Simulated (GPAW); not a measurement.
# Au (Fm-3m) in GPAW: further runs

One crystal, Au, is run at these levels: PBEsol, RPBE, revPBE; tasks: band structure.

Everything below comes from runs of GPAW 26.7.0. Logs are shortened: lines on timing, memory, paths and dates and some standing lists are left out, and cuts for length are marked. The log counts tension as positive stress, the text compression.

## 1. The crystal as given

It takes space group Fm-3m (No. 225, cubic). The conventional cell has a = 4.070 Å, b = 4.070 Å, c = 4.070 Å, α = 90.00°, β = 90.00°, γ = 90.00°. Au (site symmetry m-3m) is surrounded by 12 Au at 2.88 Å.

## 2. Band structure, PBEsol, spin-orbit coupling, no magnetisation

Contents of run.py:

```python
import numpy as np
from ase.dft.bandgap import bandgap
from ase.io import read, write
from ase.units import GPa
from gpaw import GPAW, PW, setup_paths
from gpaw.spinorbit import soc_eigenstates

setup_paths.insert(0, '.')

atoms = read('POSCAR')

calc = GPAW(mode=PW(600),
            xc='PBEsol',
            kpts={'size': (8, 8, 8), 'gamma': True},
            occupations={'name': 'fermi-dirac', 'width': 0.05},
            nbands=14,
            convergence={'density': 1e-05, 'energy': 1e-05},
            maxiter=150,
            txt='gpaw.txt')
atoms.calc = calc
energy = atoms.get_potential_energy()
forces = atoms.get_forces()
stress = atoms.get_stress()
calc.write('gs.gpw')
write('result.traj', atoms)
print(f'Energy: {energy:.6f} eV')
print('Forces (eV/A):')
print(forces.round(4))
print('Stress (GPa):', (stress / GPa).round(3))
print('Fermi level:', round(calc.get_fermi_level(), 4), 'eV')
print(f'Gap: {bandgap(calc)[0]:.4f} eV, direct: {bandgap(calc, direct=True)[0]:.4f} eV')

path = atoms.cell.bandpath('GXWKGLUWLK,UX', npoints=100, eps=1e-4)
bs_calc = calc.fixed_density(kpts=path, symmetry='off', nbands=21,
                             convergence={'bands': 'CBM+6.0', 'eigenstates': 1e-6}, txt='bands.txt')
bs = bs_calc.band_structure()
bs.write('bs.json')
print(f'Gap on the path: {bandgap(bs_calc)[0]:.4f} eV')

soc = soc_eigenstates(bs_calc, theta=54.7, phi=45)
np.savetxt('soc_bands.dat', soc.eigenvalues(), fmt='%.4f')
mesh = soc_eigenstates('gs.gpw', theta=54.7, phi=45)
np.savetxt('soc_mesh.dat', mesh.eigenvalues(), fmt='%.4f')
print('Fermi level with spin-orbit coupling:', round(mesh.fermi_level, 4), 'eV')
```

Contents of POSCAR:

```
Au
1.0
    0.0000000000      2.0350000000      2.0350000000
    2.0350000000      0.0000000000      2.0350000000
    2.0350000000      2.0350000000      0.0000000000
Au
1
Direct
    0.0000000000      0.0000000000      0.0000000000
```

Potentials or basis: PAW data sets generated in the run's folder for this functional, pw.

On the command line:

```console
> gpaw-setup -f PBEsol Au
> OMP_NUM_THREADS=1 python run.py
```

gpaw.txt:

```text
__  _  _
 | _ |_)|_||  |
 |__||  | ||/\| - 26.7.0

Input parameters:
  mode=PW(ecut=600.0),
  convergence={'density': 1e-05, 'energy': 1e-05},
  kpts=MonkhorstPack(size=(8, 8, 8), gamma=True),
  maxiter=150,
  nbands=14,
  occupations=Occupations(name='fermi-dirac', width=0.05),
  xc=XC(name='PBEsol')

Diagonalizing LCAO Hamiltonian
Converting LCAO to pw mode

       Au

Atoms  # Å, Bohr magnetons
|   | symbol |        x |        y |        z |    initial magnetic moments |
|---|--------|----------|----------|----------|-----------------------------|
| 0 |     Au | 0.000000 | 0.000000 | 0.000000 | ( 0.0000,  0.0000,  0.0000) |

Unit cell  # Å
| periodic |        x |        y |        z |  lengths |    angles |
|----------|----------|----------|----------|----------|-----------|
|      yes | 0.000000 | 2.035000 | 2.035000 | 2.877925 | 60.000000 |
|      yes | 2.035000 | 0.000000 | 2.035000 | 2.877925 | 60.000000 |
|      yes | 2.035000 | 2.035000 | 0.000000 | 2.877925 | 60.000000 |

Number of symmetries: 48
Symmetry operations  # r_c * U_cc + t_c -> r_c
|    | kind |            matrix            |
|----|------|------------------------------|
|  0 |  σ   |  1, 0, 0,  1, 0,-1,  1,-1, 0 |
|  1 |  C2  |  1, 0, 0,  1,-1, 0,  1, 0,-1 |
|  2 |  E   |  1, 0, 0,  0, 1, 0,  0, 0, 1 |
|  3 |  σ   |  1, 0, 0,  0, 0, 1,  0, 1, 0 |
|  4 |  C4  |  1, 0,-1,  1, 0, 0,  1,-1, 0 |
|  5 |  S6  |  1, 0,-1,  1,-1, 0,  1, 0, 0 |
|  6 |  σ   |  1, 0,-1,  0, 1,-1,  0, 0,-1 |
|  7 |  C3  |  1, 0,-1,  0, 0,-1,  0, 1,-1 |
|  8 |  S6  |  1,-1, 0,  1, 0, 0,  1, 0,-1 |
|  9 |  C4  |  1,-1, 0,  1, 0,-1,  1, 0, 0 |
| 10 |  C3  |  1,-1, 0,  0,-1, 1,  0,-1, 0 |
| 11 |  σ   |  1,-1, 0,  0,-1, 0,  0,-1, 1 |
| 12 |  σ   |  0, 1, 0,  1, 0, 0,  0, 0, 1 |
| 13 |  C4  |  0, 1, 0,  0, 1,-1, -1, 1, 0 |
| 14 |  C3  |  0, 1, 0,  0, 0, 1,  1, 0, 0 |
| 15 |  S6  |  0, 1, 0, -1, 1, 0,  0, 1,-1 |
| 16 |  C2  |  0, 1,-1,  1, 0,-1,  0, 0,-1 |
| 17 |  σ   |  0, 1,-1,  0, 1, 0, -1, 1, 0 |
| 18 |  S4  |  0, 1,-1,  0, 0,-1,  1, 0,-1 |
| 19 |  C4  |  0, 1,-1, -1, 1, 0,  0, 1, 0 |
| 20 |  C3  |  0, 0, 1,  1, 0, 0,  0, 1, 0 |
| 21 |  σ   |  0, 0, 1,  0, 1, 0,  1, 0, 0 |
| 22 |  S6  |  0, 0, 1,  0,-1, 1, -1, 0, 1 |
| 23 |  C4  |  0, 0, 1, -1, 0, 1,  0,-1, 1 |
| 24 |  S4  |  0, 0,-1,  1, 0,-1,  0, 1,-1 |
| 25 |  C3  |  0, 0,-1,  0, 1,-1,  1, 0,-1 |
| 26 |  C2  |  0, 0,-1,  0,-1, 0, -1, 0, 0 |
| 27 |  S6  |  0, 0,-1, -1, 0, 0,  0,-1, 0 |
| 28 |  S4  |  0,-1, 1,  1,-1, 0,  0,-1, 0 |
| 29 |  C4  |  0,-1, 1,  0, 0, 1, -1, 0, 1 |
| 30 |  C2  |  0,-1, 1,  0,-1, 0,  1,-1, 0 |
| 31 |  σ   |  0,-1, 1, -1, 0, 1,  0, 0, 1 |
| 32 |  C3  |  0,-1, 0,  1,-1, 0,  0,-1, 1 |
| 33 |  S6  |  0,-1, 0,  0, 0,-1, -1, 0, 0 |
| 34 |  S4  |  0,-1, 0,  0,-1, 1,  1,-1, 0 |
| 35 |  C2  |  0,-1, 0, -1, 0, 0,  0, 0,-1 |
| 36 |  C2  | -1, 1, 0,  0, 1, 0,  0, 1,-1 |
| 37 |  S6  | -1, 1, 0,  0, 1,-1,  0, 1, 0 |
| 38 |  S4  | -1, 1, 0, -1, 0, 1, -1, 0, 0 |
| 39 |  C3  | -1, 1, 0, -1, 0, 0, -1, 0, 1 |
| 40 |  S6  | -1, 0, 1,  0, 0, 1,  0,-1, 1 |
| 41 |  C2  | -1, 0, 1,  0,-1, 1,  0, 0, 1 |
| 42 |  C3  | -1, 0, 1, -1, 1, 0, -1, 0, 0 |
| 43 |  S4  | -1, 0, 1, -1, 0, 0, -1, 1, 0 |
| 44 |  C2  | -1, 0, 0,  0, 0,-1,  0,-1, 0 |
| 45 |  i   | -1, 0, 0,  0,-1, 0,  0, 0,-1 |
| 46 |  σ   | -1, 0, 0, -1, 1, 0, -1, 0, 1 |
| 47 |  C2  | -1, 0, 0, -1, 0, 1, -1, 1, 0 |

BZ-sampling:
  Number of BZ points: 512
  Number of IBZ points: 29

  Monkhorst-Pack size: [8, 8, 8]
  Monkhorst-Pack shift: [0.0625, 0.0625, 0.0625]

K-points  # in reciprocal-cell coordinates
|     |                                coordinates |     weight |
|-----|--------------------------------------------|------------|
|   0 | (  0.00000000,   0.00000000,   0.00000000) | 0.00195312 |
|   1 | (  0.12500000,   0.12500000,   0.00000000) | 0.01171875 |
|   2 | (  0.12500000,   0.12500000,   0.12500000) | 0.01562500 |
|   3 | (  0.25000000,   0.12500000,   0.12500000) | 0.02343750 |
|   4 | (  0.25000000,   0.25000000,   0.00000000) | 0.01171875 |
|   5 | (  0.25000000,   0.25000000,   0.12500000) | 0.04687500 |
|   6 | (  0.25000000,   0.25000000,   0.25000000) | 0.01562500 |
|   7 | (  0.37500000,   0.25000000,  -0.37500000) | 0.04687500 |
|   8 | (  0.37500000,   0.25000000,   0.12500000) | 0.04687500 |
|   9 | (  0.37500000,   0.25000000,   0.25000000) | 0.04687500 |
| ... |                                            |            |
|  28 | (  0.50000000,   0.50000000,   0.50000000) | 0.00781250 |

Plane wave coefficients: 588
Cutoff: 600.0 eV

Spin-components: 1 (collinear spins)
Bands:           14
Projectors:      6
Spin-degeneracy: 2
Datatype:        complex128

Parallelization:
  kpt:    1
  domain: 1
  band:   1

Density:
  Valence electrons: 11.0
  Components: 1
  Grid points: [18 18 18]
  Charge: 0.0  # |e|

Potential:
  Grid points: [18 18 18]

species:
  Au:
    name:    Gold
    Z:       79.0
    valence: 11
    core:    68
    charge:  0.0  # [|e|]
    compensation charges:
      type: gauss
      rc: 0.42  # [Å]
      lmax: 2
    cutoffs:
      filter: 2.33  # [Å]
      core: 2.81  # [Å]
    projectors
    | kind |    occ | energy [eV] | rcut [Å] |
    |------|--------|-------------|----------|
    |   6s |  1.000 |      -5.766 |    1.323 |
    |   6p |  0.000 |      -0.708 |    1.323 |
    |   5d | 10.000 |      -6.915 |    1.323 |
    |    s |        |      21.446 |    1.323 |
    |    p |        |      26.504 |    1.323 |
    |    d |        |      20.296 |    1.323 |

    Using partial waves for Au as LCAO basis

Reference energy: -516455.655722  # eV

eigensolver:
  PPCG
  Converge bands: occupied
  niter=2

density mixing:
  MSR1-Mixer
  Pratt-step length: 0.05
  Maximum mixing coefficient: 0.75
  Old densities: 10
  SVD Regularization: 0.005
  Good broyden scale: 1.0
  Trust region scale: 1.0
  Backstep threshold: 4.0
  History deletion threshold: 6.0
  Fourier metric: weight=20.0, sigma=0.015

occupation numbers:
  Fermi-Dirac:
    width: 0.0500  # eV

poisson solver:
  ecut: 4800.0  # eV

xc functional:
  name: PBEsol with 2 nearest neighbor stencil

convergence criteria:
- Maximum integral of absolute [dens]ity change: 1e-05 electrons / valence electron
- Maximum [total energy] change in last 3 cyles: 1e-05 eV / valence electron
- Maximum integral of absolute [eigenst]ate change: 4e-08 eV^2 / valence electron
maximum number of iterations: 150

SCF iterations
|iter     | |      energy | eigst |  dens |
|---------|-|-------------|-------|-------|
|iter:   1| |   -4.111760 | -0.42 |       |
|iter:   2| |   -4.045008 | -2.89 | -1.07 |
|iter:   3| |   -3.790480 | -2.19 | -1.12 |
|iter:   4| |   -3.787594 | -4.26 | -2.05 |
|iter:   5| |   -3.786641 | -4.27 | -2.35 |
|iter:   6| |   -3.786640 | -7.45c| -3.82 |
|iter:   7| |   -3.786639c| -7.43c| -4.15 |
|iter:   8| |   -3.786639c| -9.04c| -5.29c|

Converged in 8 steps
Energy contributions relative to reference atoms: (reference = -516455.655722)

Energy contributions:
  Kinetic:          -7.577933
  Coulomb:           6.323701
  Zero:              0.152138
  External:          0.000000
  Xc:               -2.682089
  Entropy:          -0.004910
  Spinorbit:         0.000000
  ----------------------------
  Free energy:      -3.789094
  Extrapolated:     -3.786639

dipole moment: (-13.942256, -13.942256, -13.942256)  # |e|*Ang

Fermi level: 9.932
Eigenvalues  # (at kpt = [0.000, 0.000, 0.000])
| band index |      eig [eV] | occ [0-2] |
|------------|---------------|-----------|
|          0 |        -0.057 |     2.000 |
|          1 |         5.227 |     2.000 |
|          2 |         5.227 |     2.000 |
|          3 |         5.227 |     2.000 |
|          4 |         6.783 |     2.000 |
|          5 |         6.783 |     2.000 |
|          6 |        25.776 |     0.000 |
|          7 |        29.605 |     0.000 |
|          8 |        29.605 |     0.000 |
|          9 |        29.605 |     0.000 |
|         10 |        33.575 |     0.000 |
|         11 |        38.019 |     0.000 |
|         12 |        38.019 |     0.000 |
|         13 |        38.019 |     0.000 |

No gap
No difference between direct/indirect transitions

Forces  # eV/Ang
|        x |       y |       z |
|----------|---------|---------|
| -0.00000 | 0.00000 | 0.00000 |  # Au   0

Stress tensor  # eV/Ang^3
|         x |         y |         z |
|-----------|-----------|-----------|
| -0.035699 | -0.000000 | -0.000000 |
| -0.000000 | -0.035699 | -0.000000 |
| -0.000000 | -0.000000 | -0.035699 |

# Writing to gs.gpw (mode='')
```

It took 23 s on 1 thread of Arm Neoverse V1, shared host; peak memory 0.19 GiB.

What came out:

```yaml
Free_energy: -3.7891 eV
Pressure: 5.7 GPa
Band_gap_along_the_path: none (metal or under the smearing width)
```

Levels at the corners of the path, in eV from the Fermi level:
```tsv
point	band 6	band 7	band 8	band 9	band 10	band 11	band 12	band 13	band 14
Γ	-5.48	-4.22	-4.22	-2.98	-2.98	-2.98	-2.98	15.72	15.72
X	-2.30	-2.10	-2.10	-0.99	-0.99	0.52	0.52	5.84	5.84
W	-5.21	-3.22	-3.22	-1.62	-1.62	4.79	4.79	5.25	5.25
K	-4.11	-3.00	-3.00	-1.92	-1.92	3.70	3.70	4.58	4.58
Γ	-5.48	-4.22	-4.22	-2.98	-2.98	-2.98	-2.98	15.72	15.72
L	-4.36	-2.36	-2.36	-1.59	-1.59	-1.37	-1.37	3.15	3.15
U	-4.11	-3.00	-3.00	-1.92	-1.92	3.70	3.70	4.58	4.58
W	-5.21	-3.22	-3.22	-1.62	-1.62	4.79	4.79	5.25	5.25
L	-4.36	-2.36	-2.36	-1.59	-1.59	-1.37	-1.37	3.15	3.15
K	-4.11	-3.00	-3.00	-1.92	-1.92	3.70	3.70	4.58	4.58
U	-4.11	-3.00	-3.00	-1.92	-1.92	3.70	3.70	4.58	4.58
X	-2.30	-2.10	-2.10	-0.99	-0.99	0.52	0.52	5.84	5.84
```

Caveat: with this Au data set, volumes or pressures lay over 1.5 % or 2 GPa off other programs in two to four cells of ten; spin-orbit coupling was added after a scalar SCF, so levels and gaps hold it while energy, forces, pressure and moments don't; this program's spin-orbit splittings come out too wide for heavy elements.

## 3. Band structure, RPBE

Contents of run.py:

```python
from ase import Atoms
from ase.dft.bandgap import bandgap
from ase.io import write
from ase.units import GPa
from gpaw import GPAW, PW

atoms = Atoms(['Au'],
              cell=[[0.0, 2.035, 2.035],
                    [2.035, 0.0, 2.035],
                    [2.035, 2.035, 0.0]],
              scaled_positions=[[0.0, 0.0, 0.0]],
              pbc=True)

calc = GPAW(mode=PW(600),
            xc='RPBE',
            kpts={'size': (11, 11, 11), 'gamma': True},
            occupations={'name': 'fermi-dirac', 'width': 0.05},
            nbands=14,
            convergence={'density': 1e-05, 'energy': 1e-05},
            maxiter=150,
            txt='gpaw.txt')
atoms.calc = calc
energy = atoms.get_potential_energy()
forces = atoms.get_forces()
stress = atoms.get_stress()
calc.write('gs.gpw')
write('result.traj', atoms)
print(f'Energy: {energy:.6f} eV')
print('Forces (eV/A):')
print(forces.round(4))
print('Stress (GPa):', (stress / GPa).round(3))
print('Fermi level:', round(calc.get_fermi_level(), 4), 'eV')
print(f'Gap: {bandgap(calc)[0]:.4f} eV, direct: {bandgap(calc, direct=True)[0]:.4f} eV')

path = atoms.cell.bandpath('GXWKGLUWLK,UX', npoints=100, eps=1e-4)
bs_calc = calc.fixed_density(kpts=path, symmetry='off', nbands=21,
                             convergence={'bands': 'CBM+6.0', 'eigenstates': 1e-6}, txt='bands.txt')
bs = bs_calc.band_structure()
bs.write('bs.json')
print(f'Gap on the path: {bandgap(bs_calc)[0]:.4f} eV')
```

Potentials or basis: the program's PAW data sets (release 1.2.1) made for this functional, pw.

On the command line:

```console
> OMP_NUM_THREADS=1 python run.py
```

Wall time 23 s (1 thread of Arm Neoverse V1, shared host); peak memory 0.17 GiB.

The run converged. Its results:

* Free energy: -2.5120 eV
* Pressure: 17.1 GPa
* Band gap along the path: none (metal or under the smearing width)

Levels at the corners of the path, in eV from the Fermi level:
```csv
point,band 3,band 4,band 5,band 6,band 7
Γ,-4.80,-4.80,-3.28,-3.28,15.59
X,-2.10,-1.72,-1.72,0.99,5.92
W,-5.28,-3.41,-1.72,4.93,6.36
K,-3.94,-2.98,-2.17,4.02,4.69
Γ,-4.80,-4.80,-3.28,-3.28,15.59
L,-4.85,-2.05,-2.05,-1.04,3.15
U,-3.94,-2.98,-2.17,4.02,4.69
W,-5.28,-3.41,-1.72,4.93,6.36
L,-4.85,-2.05,-2.05,-1.04,3.15
K,-3.94,-2.98,-2.17,4.02,4.69
U,-3.94,-2.98,-2.17,4.02,4.69
X,-2.10,-1.72,-1.72,0.99,5.92
```

Caveat: with this Au data set, volumes or pressures lay over 1.5 % or 2 GPa off other programs in two to four cells of ten; so large a pressure means that the cell lies far from this level's equilibrium, or that cutoff or potentials fall short; spin-orbit coupling is left out, which moves the levels of the heavy elements.

## 4. Band structure, revPBE

run.py: that of step 3 with these lines changed.

```diff
@@ -14,3 +14,3 @@
 calc = GPAW(mode=PW(600),
-            xc='RPBE',
+            xc='revPBE',
             kpts={'size': (11, 11, 11), 'gamma': True},
```

On the command line:

```console
> OMP_NUM_THREADS=1 python run.py
```

Run time: 23 s. Hardware: 1 thread of Arm Neoverse V1, shared host; peak memory 0.17 GiB.

It converged, with:

| Quantity | Value |
| --- | --- |
| Free energy | -2.6203 eV |
| Pressure | 16.1 GPa |
| Band gap along the path | none (metal or under the smearing width) |

Levels at the corners of the path, in eV from the Fermi level:
```tsv
point	band 2	band 3	band 4	band 5	band 6	band 7
Γ	-4.80	-4.80	-4.80	-3.27	-3.27	15.63
X	-6.89	-2.09	-1.71	-1.71	0.99	5.91
W	-5.27	-5.27	-3.41	-1.71	4.92	6.36
K	-5.97	-3.93	-2.97	-2.16	4.01	4.69
Γ	-4.80	-4.80	-4.80	-3.27	-3.27	15.63
L	-4.84	-4.84	-2.04	-2.04	-1.05	3.15
U	-5.97	-3.93	-2.97	-2.16	4.01	4.69
W	-5.27	-5.27	-3.41	-1.71	4.92	6.36
L	-4.84	-4.84	-2.04	-2.04	-1.05	3.15
K	-5.97	-3.93	-2.97	-2.16	4.01	4.69
U	-5.97	-3.93	-2.97	-2.16	4.01	4.69
X	-6.89	-2.09	-1.71	-1.71	0.99	5.91
```

Caveat: with this Au data set, volumes or pressures lay over 1.5 % or 2 GPa off other programs in two to four cells of ten; so large a pressure means that the cell lies far from this level's equilibrium, or that cutoff or potentials fall short; spin-orbit coupling is left out, which moves the levels of the heavy elements.

## 5. Overview

| level | potentials or basis | spin | k mesh | spin axis theta (degrees) | spin axis phi (degrees) | soc after scf | pressure (GPa) |
| --- | --- | --- | --- | --- | --- | --- | --- |
| PBEsol | PAW data sets generated in the run's folder for this functional, pw | SOC, no magnetisation | 8 × 8 × 8 | 54.7 | 45 | second variation | 5.7 |
| RPBE | the program's PAW data sets (release 1.2.1) made for this functional, pw | off | 11 × 11 × 11 | - | - | - | 17.1 |
| revPBE | the program's PAW data sets (release 1.2.1) made for this functional, pw | off | 11 × 11 × 11 | - | - | - | 16.1 |

Alike in all rows: task band structure; cell as given; cutoff (eV) 600; smearing fermi-dirac 0.05 eV.

Caveats: with this Au data set, volumes or pressures lay over 1.5 % or 2 GPa off other programs in two to four cells of ten; so large a pressure means that the cell lies far from this level's equilibrium, or that cutoff or potentials fall short (some runs); spin-orbit coupling is left out, which moves the levels of the heavy elements (some runs); spin-orbit coupling was added after a scalar SCF, so levels and gaps hold it while energy, forces, pressure and moments don't (some runs); this program's spin-orbit splittings come out too wide for heavy elements (some runs).

Total energies depend on the potentials used, so only differences within one code and one set of settings carry meaning.
